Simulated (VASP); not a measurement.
Al, 1 atom in the cell. The structure is cubic, space group Fm-3m (No. 225). The conventional cell has a = 4.050 Å, b = 4.050 Å, c = 4.050 Å, α = 90.00°, β = 90.00°, γ = 90.00°. Al (site symmetry m-3m) is surrounded by 12 Al at 2.86 Å. 

```yaml
Program: VASP 6.6.1
Task: density of states
Functional: PBE
Potentials_or_basis: VASP PAW PBE potentials, release 64 (Al)
Cutoff: 520 eV
k_mesh: 18 × 18 × 18
Occupations: gaussian, width 0.1 eV
Spin: no spin polarisation
k_mesh_for_the_DOS: 27 × 27 × 27
Occupations_for_the_DOS: tetrahedron
Further_INCAR_settings: ALGO = Normal; EDIFF = 1e-07; NBANDS = 8
```

Potentials or basis: VASP PAW PBE potentials, release 64 (Al).

Run with:

```console
$ cat potpaw_PBE.64/Al/POTCAR > POTCAR
$ cp INCAR.step1 INCAR
$ cp KPOINTS.step1 KPOINTS
$ mpirun -np 1 vasp_std > vasp.out
$ cp INCAR.step2 INCAR
$ cp KPOINTS.step2 KPOINTS
$ mpirun -np 1 vasp_std > vasp.out
```

Hardware: 1 thread of Intel(R) Xeon(R) Platinum 8488C (Sapphire Rapids), on a shared host.

Problem. Estimate the wall time of this run.

Solution. It took 31 s on 1 thread of Intel(R) Xeon(R) Platinum 8488C (Sapphire Rapids) (shared host), peak memory 0.18 GiB. Counts: scf iterations 6, k points 560.
